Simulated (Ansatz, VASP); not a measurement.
**One calculation of LiF, two programs**

INCAR

```
PREC     = Accurate       # precision mode
ENCUT    = 520            # plane-wave cutoff, eV
EDIFF    = 1E-6           # SCF threshold, eV
ISMEAR   = 0              # smearing method
SIGMA    = 0.05           # smearing width, eV
LREAL    = F              # projectors in reciprocal space
LASPH    = T              # aspherical terms in the spheres
NELM     = 60             # most SCF steps
ALGO     = Fast           # electronic algorithm
ISIF     = 2              # what is computed and relaxed
LWAVE    = F              # write WAVECAR
LCHARG   = F              # write CHGCAR
GGA      = PS             # functional
NBANDS   = 18             # bands
```

Contents of KPOINTS:

```
regular mesh
0
Gamma
  9 9 6
```

The input POSCAR:

```
LiF
1.0
    3.0609398175      0.0000000000      0.0000000000
   -1.5304699087      2.6508516414      0.0000000000
    0.0000000000      0.0000000000      4.8073245700
Li F
2 2
Direct
    0.3333333333      0.6666666667      0.3811542600
    0.6666666667      0.3333333333      0.8811542600
    0.3333333333      0.6666666667      1.0406473200
    0.6666666667      0.3333333333      0.5406473200
```

Input for Ansatz:

```yaml
crystal:
  lattice:
    - [3.0609398175, 0.0, 0.0]
    - [-1.5304699087, 2.6508516414, 0.0]
    - [0.0, 0.0, 4.80732457]
  atoms:
    - { symbol: Li, position: [0.3333333333, 0.6666666667, 0.38115426] }
    - { symbol: Li, position: [0.6666666667, 0.3333333333, 0.88115426] }
    - { symbol: F, position: [0.3333333333, 0.6666666667, 1.04064732] }
    - { symbol: F, position: [0.6666666667, 0.3333333333, 0.54064732] }
basis:
  ecutwfc: 420
kpoints:
  mp_grid: { grid: [9, 9, 6] }
hamiltonian:
  xc: pbesol
scf:
  occupations: { method: gaussian, width: 0.05 }
output:
  forces: true
  stress: true
  eigenvalues: true
```

Change from the starting cell: all F atoms moved +0.225 Å, as atom 3 along Cartesian [0 0 1].

Alike in both runs: task single point; functional PBEsol; k mesh 9 × 9 × 6; occupations gaussian, width 0.05 eV; no spin polarisation.

|  | VASP | Ansatz |
| --- | --- | --- |
| version | VASP 6.6.1 | Ansatz 0.2.0 |
| potentials or method | VASP PAW PBE potentials, release 64 (Li_sv, F) | scalar-relativistic, plane waves, PAW |
| plane-wave cutoff (eV) | 520 | 420 |
| valence electrons in the cell | 20 | 20 |

Ansatz gave:

```
gap on the k mesh at the Fermi level (eV) : 7.74
least direct gap on the mesh (eV)         : 7.74
rms of the force components (eV/Å)        : 0.848
```

**Question.** What did VASP give for the same quantities?

**Answer.** gap on the k mesh at the Fermi level (eV): 7.72; least direct gap on the mesh (eV): 7.72; rms of the force components (eV/Å): 0.896.

Atom by atom the forces differ by 0.047 eV/Å (rms over components).

Caveats: the PAW data sets were made with another functional, which shifts forces and pressure a little (VASP); an odd mesh through Γ misses points on the zone boundary, where band edges often lie.
